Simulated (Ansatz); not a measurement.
A 3-atom cell of PbF2 started from a crystallographic database, relaxed with r2SCAN+rVV10: space group Fm-3m (No. 225), cubic; a = 5.892 Å in the conventional setting, 17.04 Å³ an atom. Pb has 8 F at 2.55 Å; F has 4 Pb at 2.55 Å. One-shot G0W0@PBE in the plane-wave code Ansatz on a 6×6×6 mesh (contour deformation, no spin-orbit coupling), from a PBE gap of 4.441 eV over the mesh points (the G0W0 gap is indirect on the mesh); the number N of bands summed and the screening cutoff rise together. Spin-unpolarised throughout; all numbers are computed.

```
  N  cutoff (eV)  1000/N  G0W0 gap (eV)
130          100   7.692          6.246
294          180   3.401          6.416
```

Task: Lay a straight line in 1000/N through these rows.

Result: The slope is -0.0396 eV per unit of 1000/N and the intercept 6.551 eV.

Task: Predict the gap at N = 557 (260 eV).

Result: 6.551 + (-0.0396) × 1.795 = 6.480 eV; the run gives 6.538 eV, +0.058 eV from the line.

Task: With that run's result added, what limit do the last two rows suggest?

Result: Their slope is (6.538 − 6.416)/(1.795 − 3.401) = -0.0760, which meets 1/N = 0 at 6.67 eV, against 6.551 eV from the first line. The slope steepens, so 1/N isn't yet asymptotic and the true limit probably lies higher still; the k mesh isn't extrapolated.

Spin-orbit coupling is left out; in compounds of Pb, Bi, Tl or Hg it can lower a gap by up to about 1 eV, split its edges or invert the bands.
